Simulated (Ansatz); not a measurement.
BAs (started from an entry of an open crystallographic database), relaxed with r2SCAN in the plane-wave code Ansatz. It is cubic, F-43m (No. 216); conventional cell a = 4.784 Å, 13.68 Å³ an atom. B has 4 As at 2.07 Å; As has 4 B at 2.07 Å.

The axes x, y and z are those of this cell:
```
B As
1.0
     0.00000    2.39187    2.39187
     2.39187    0.00000    2.39187
     2.39187    2.39187    0.00000
B As
1 1
Direct
  0.00000 0.00000 0.00000
  0.25000 0.25000 0.25000
```

Unstrained: With PBE the valence top lies at Γ and the conduction bottom at Γ–X (0.80 of the way from Γ), 1.188 eV higher; the smallest vertical gap, at Γ, is 3.276 eV. r2SCAN gives an indirect gap of 1.375 eV, from Γ to Γ–X (0.80 of the way from Γ); the least direct gap is 3.437 eV at Γ. The HSE06 gap is indirect, 1.833 eV (Γ to Γ–X (0.80 of the way from Γ)), below the direct gap of 4.112 eV at Γ. Meshes: PBE 10×10×10, r2SCAN 10×10×10, HSE06 6×6×6. Strains are changes of length per length. After each strain the atoms were relaxed again with r2SCAN within the symmetry that the strain leaves, so tilts or polar shifts that break it weren't tested; points keep the names that they have in the unstrained zone. (Simulation; spin polarisation is off.)

Q: One strain changed the r2SCAN stress by xx +3.88, yy +3.88, zz -0.01 GPa (compression positive) and the gap by -0.145 eV (PBE), -0.154 eV (r2SCAN), -0.151 eV (HSE06). Which kind of strain was it, and roughly how large?

A: Epitaxial -1.14 % in the xy plane, free normal strain +0.53 %. The pattern of the stress gives the kind; the size needs the stiffness, so it is an estimate.

Q: Estimate what uniaxial -4.78 % along x, other directions held does to the gap.

A: PBE: the gap goes from 1.188 to 0.395 eV (-0.793 eV); with PBE the top three valence levels at Γ, degenerate before, become 1+2 from the top over 461 meV. HSE06: the gap goes from 1.833 to 1.003 eV (-0.830 eV).

Q: Apply uniaxial +0.46 % along y, other directions held. How far does the gap move, against the unstrained cell?

A: PBE: the gap goes from 1.188 to 1.158 eV (-0.030 eV); with r2SCAN the top three valence levels at Γ, degenerate before, become 2+1 from the top over 47 meV. r2SCAN: the gap goes from 1.375 to 1.343 eV (-0.032 eV). HSE06: the gap goes from 1.833 to 1.801 eV (-0.032 eV). The r2SCAN energy rises by 0.3 meV an atom.

Q: One strain changed the r2SCAN stress by xx -2.56, yy -2.56, zz -13.88 GPa (compression positive) and the gap by -0.315 eV (PBE), -0.337 eV (r2SCAN), -0.337 eV (HSE06). Which kind of strain was it, and roughly how large?

A: Uniaxial +5.12 % along z, other directions held. The pattern of the stress gives the kind; the size needs the stiffness, so it is an estimate.

Spin-orbit coupling is left out.

Where an edge lies off the special points, it is a point of the mesh or the k point where a search put PBE's edge or least direct gap, reused for the other functionals, whose own edges may lie a little apart.

The meshes of the hybrids are coarse, so their gaps aren't converged to the digits shown.

The splittings at Γ are without spin-orbit coupling, which regroups them where it is of like size or larger.
